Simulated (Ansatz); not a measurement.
# Convergence notes, G0W0 on Li2O (Fm-3m)

Li2O (Fm-3m) from a database structure, relaxed with r2SCAN; one-shot G0W0 in Ansatz without spin-orbit coupling. No spin polarisation and no zero-point or thermal motion.

```cif
data_structure
_symmetry_space_group_name_H-M 'Fm-3m'
_symmetry_Int_Tables_number 225
_cell_length_a 4.5727
_cell_length_b 4.5727
_cell_length_c 4.5727
_cell_angle_alpha 90.000
_cell_angle_beta 90.000
_cell_angle_gamma 90.000
_cell_volume 95.62
loop_
_atom_site_label
_atom_site_type_symbol
_atom_site_symmetry_multiplicity
_atom_site_Wyckoff_symbol
_atom_site_fract_x
_atom_site_fract_y
_atom_site_fract_z
_atom_site_occupancy
Li1 Li 8 c 0.25000 0.25000 0.75000 1
O1 O 4 a 0.00000 0.00000 0.00000 1
```

Gaps are read over the mesh points alone. G0W0 here is at a finite number of bands, screening cutoff and k mesh, not at the basis limit.
```
 start       potentials      frequency model      mesh  empty bands  screening cutoff (eV)  Kohn-Sham gap (eV)  G0W0 gap (eV)
   PBE              PAW  contour deformation     6×6×6           71                    120                5.05           7.16
   PBE              PAW  contour deformation     6×6×6          177                    220                5.05           7.40
   PBE              PAW  contour deformation     6×6×6          325                    300                5.05           7.49
 HSE06              PAW  contour deformation     6×6×6          177                    220                6.65           8.24
r2SCAN              PAW  contour deformation     6×6×6          177                    220                5.77           7.79
  PBE0              PAW  contour deformation     6×6×6          177                    220                7.39           8.47
   PBE              PAW     Godby-Needs pole     6×6×6          177                    220                5.05           7.31
   PBE              PAW  contour deformation  10×10×10           38                     80                5.05           7.02
   PBE  norm-conserving  contour deformation     6×6×6          177                    220                5.05           7.43
```

G0W0 moves the gap on the mesh from 5.05 eV (PBE) to 7.49 eV (Γ to X). Renormalisation factors Z lie between 0.76 and 0.85.

Raising bands and cutoff together moves the gap by +0.24 eV (120 to 220 eV), then +0.09 eV (220 to 300 eV); the last step is still large, so the basis limit isn't reached. Starting from HSE06 (6.65 eV against PBE's 5.05 eV) gives 8.24 eV, +0.84 eV from G0W0@PBE at the same screening cutoff. Starting from r2SCAN (5.77 eV against PBE's 5.05 eV) gives 7.79 eV, +0.39 eV from G0W0@PBE at the same screening cutoff. Starting from PBE0 (7.39 eV against PBE's 5.05 eV) gives 8.47 eV, +1.07 eV from G0W0@PBE at the same screening cutoff. The Godby-Needs plasmon pole differs from contour deformation by -0.09 eV. Norm-conserving potentials (wave cutoff 1240 eV against 420 eV) shift the quasiparticle gap by +0.03 eV and the PBE gap by 0.00 eV. r2SCAN runs take a wave cutoff of 500 eV.
